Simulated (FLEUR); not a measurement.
## Si in FLEUR: convergence with lmax

The system is Si.

```
Si
1.0
    -2.37137    2.37137    1.32927
     2.37137   -2.37137    1.32927
     2.37137    2.37137   -1.32927
Si
2
Direct
  0.50062 0.50499 0.99094
  0.25566 0.75901 0.49494
```

This isn't the form of Si at room conditions, which is diamond.

The cell isn't the ideal one: atoms moved at random.

- Program: FLEUR MaX-R8.1 (later development tree)
- Task: convergence study
- Functional: PBE
- Potentials or basis: all-electron
- Basis: FLAPW
- Kmax: 4.6 1/bohr
- k mesh: 5 × 5 × 5
- Occupations: fermi-dirac, width 0.05 eV
- Spin: no spin polarisation

These are the settings of the first run; the series varies lmax, with any setting tied to it.

Hardware: 1 thread of Arm Neoverse V2, on a shared host.

Problem. The values tried are 4, 5, 6, 7, 8, 10, 12, loosest first. From which on does the energy stay within 1 meV/atom of the tightest run that finished?

Solution. From 8 on.

```
lmax  energy less the tightest run, at zero smearing (meV/atom)  largest force (eV/Å)  SCF cycles  CPU time (s)  peak memory (GiB)
   4                                                      -8.85                 0.055          13            36               0.06
   5                                                      17.24                 0.059          14            41               0.06
   6                                                       6.36                 0.058          15            48               0.07
   7                                                       1.17                 0.057          15            53               0.08
   8                                                       0.18                 0.057          15            62               0.09
  10                                                       0.00                 0.057          15            95               0.11
  12                                                       0.00                 0.057          15           140               0.14
```

Against the tightest run, the largest force stays within 0.005 eV/Å from 4 on. The tightest run that finished is the yardstick and may itself not be fully converged.

Caveat, for the tightest run too: the k mesh is coarse (spacing up to 0.54 Å⁻¹), so the values aren't converged.
